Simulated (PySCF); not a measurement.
Molfile (atoms numbered from 1):
```
C3H9N
     RDKit          3D

 13 12  0  0  0  0  0  0  0  0999 V2000
   -1.7204   -0.1180   -0.5844 C   0  0  0  0  0  0  0  0  0  0  0  0
   -0.3662   -0.5551   -0.0422 C   0  0  0  0  0  0  0  0  0  0  0  0
    0.7269    0.4655   -0.3508 C   0  0  0  0  0  0  0  0  0  0  0  0
    2.0200   -0.0477    0.0751 N   0  0  0  0  0  0  0  0  0  0  0  0
   -1.9998    0.8509   -0.1753 H   0  0  0  0  0  0  0  0  0  0  0  0
   -2.4894   -0.8383   -0.3159 H   0  0  0  0  0  0  0  0  0  0  0  0
   -1.6906   -0.0356   -1.6686 H   0  0  0  0  0  0  0  0  0  0  0  0
   -0.4322   -0.6911    1.0403 H   0  0  0  0  0  0  0  0  0  0  0  0
   -0.0773   -1.5111   -0.4805 H   0  0  0  0  0  0  0  0  0  0  0  0
    0.7795    0.6283   -1.4315 H   0  0  0  0  0  0  0  0  0  0  0  0
    0.4645    1.4290    0.1211 H   0  0  0  0  0  0  0  0  0  0  0  0
    2.0253   -0.1910    1.0800 H   0  0  0  0  0  0  0  0  0  0  0  0
    2.7553    0.6146   -0.1462 H   0  0  0  0  0  0  0  0  0  0  0  0
  1  2  1  0
  2  3  1  0
  3  4  1  0
  1  5  1  0
  1  6  1  0
  1  7  1  0
  2  8  1  0
  2  9  1  0
  3 10  1  0
  3 11  1  0
  4 12  1  0
  4 13  1  0
M  END
```

- shielding tensors at PBE0/pcSseg-1 (GIAO)
- B3LYP/pcJ-1 coupling constants (spin–dipole term only in couplings to heteroatoms)
- geometry from GFN2-xTB
- run in PySCF 2.14.0 with density-fitted response routines
- no solvent model, fast rotation and ring inversion assumed for equivalent nuclei, relativity neglected, a single conformation

Task: List the cross peaks expected in HSQC, COSY and HMBC spectra.

Result: 

HSQC (one-bond C–H):
```tsv
δH	δC	1J(C,H) (Hz)
2.87 (H10/H11)	51.0 (C3)	137
1.49 (H8/H9)	30.6 (C2)	134
0.99 (H5/H6/H7)	14.0 (C1)	131
```

COSY cross peaks (|J| ≥ 2 Hz):
```tsv
δH	δH	abs. J (Hz)	bonds
2.87 (H10/H11)	1.49 (H8/H9)	7.2	3
1.49 (H8/H9)	0.99 (H5/H6/H7)	7.8	3
```

HMBC (two and three bonds, |J| ≥ 2.5 Hz):
```tsv
δH	δC [abs. J in Hz]
2.87 (H10/H11)	30.6 (C2) [2.6]
1.49 (H8/H9)	51.0 (C3) [4.6], 14.0 (C1) [3.4]
0.99 (H5/H6/H7)	51.0 (C3) [6.7], 30.6 (C2) [3.7]
```

Chemical shifts δ = σref − σ; 1H (σ = 31.72 ppm), 13C (σ = 186.93 ppm) vs TMS, all at this level.

Short H···H contacts in this conformer between protons four or more bonds apart (candidates for NOE cross peaks, intensity ∝ r⁻⁶): H5···H11 2.55 Å.

Exchangeable OH/NH protons stand at their gas-phase positions; hydrogen bonding in a real sample shifts them, mostly to higher δ. Unscaled 3J(H,H) at this level run about 10 % above measured values. Shifts are as computed. Against solution values, carbons near 30 ppm lie about +3 ppm off and those near 130 ppm about +5 ppm. Of 1211 compounds with measured shifts, 218 miss one by over three times the rms of a fit or turn the order of signals round; such compounds aren't used in these exercises. Chain 3J(H,H) values assume equally populated staggered rotamers: (2 J gauche + J anti)/3.
